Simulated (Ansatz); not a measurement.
Runs of Ansatz 0.2.0 on Be. The structure is hexagonal, space group P6_3/mmc (No. 194). The conventional cell has a = 2.285 Å, b = 2.285 Å, c = 3.584 Å, α = 90.00°, β = 90.00°, γ = 120.00°. Be (site symmetry -6m2) has 12 Be at 2.23 to 2.29 Å as nearest neighbours. 

| task | level | potentials or basis | cell | k mesh | cutoff (eV) | smearing | q mesh | points for each segment of the path | driver | mesh quality | gap on the mesh (eV) | pressure (GPa) |
| --- | --- | --- | --- | --- | --- | --- | --- | --- | --- | --- | --- | --- |
| phonons | LDA | Ansatz PAW | as given | 10 × 10 × 6 | 420 | gaussian 0.05 eV | 2 × 2 × 2 | 8 | - | not flagged | none | - |
| single point | PBE | SPMS NC | as given | 13 × 13 × 8 | 707 | cold 0.05 eV | - | - | - | not flagged | none | -2.6 |
| electron localisation function | PBE0 | JTH PAW | as given | 8 × 8 × 5 | 1080 | fermi-dirac 0.025 eV | - | - | - | coarse | none | - |
| single point | PBE | Ansatz PAW | as given | 13 × 13 × 8 | 420 | gaussian 0.1 eV | - | - | - | not flagged | none | -2.8 |
| relaxation of cell and atoms | revPBE | Ansatz PAW | relaxed from: cell strained at random at fixed volume | 13 × 13 × 8 | 420 | methfessel-paxton 0.1 eV | - | - | - | not flagged | none | 0.0 |
| single point | PBE | Ansatz PAW | as given | 13 × 13 × 8 | 420 | fermi-dirac 0.05 eV | - | - | - | not flagged | none | -2.8 |
| single point | RPBE | Ansatz PAW | as given | 13 × 13 × 8 | 420 | gaussian 0.02 eV | - | - | - | not flagged | - | (a) |
| single point | HSE06+D3(BJ) | PseudoDojo PBEsol | as given | 10 × 10 × 6 | 1197 | fermi-dirac 0.05 eV | - | - | chain | not flagged | none | - |

Alike in all rows: no spin polarisation.

Question: Estimate the missing entries.

Answer: (a) 0.2.

Caveats: some runs use coarse meshes; the PAW data sets come from PBE, with cores solved anew for the run's functional, which leaves a small shift of forces and pressure (some runs); the potentials were made for another functional, which shifts forces and pressure (some runs); the plane-wave basis is chosen anew once the cell has moved, so the energies of steps on either side of that aren't comparable (some runs); pairwise dispersion overbinds metals, which lowers pressure and volume (some runs).

A k mesh can miss the band edges.

A gap of «none» marks a metal or a gap under the smearing width.

Not every run made on this cell is shown here.
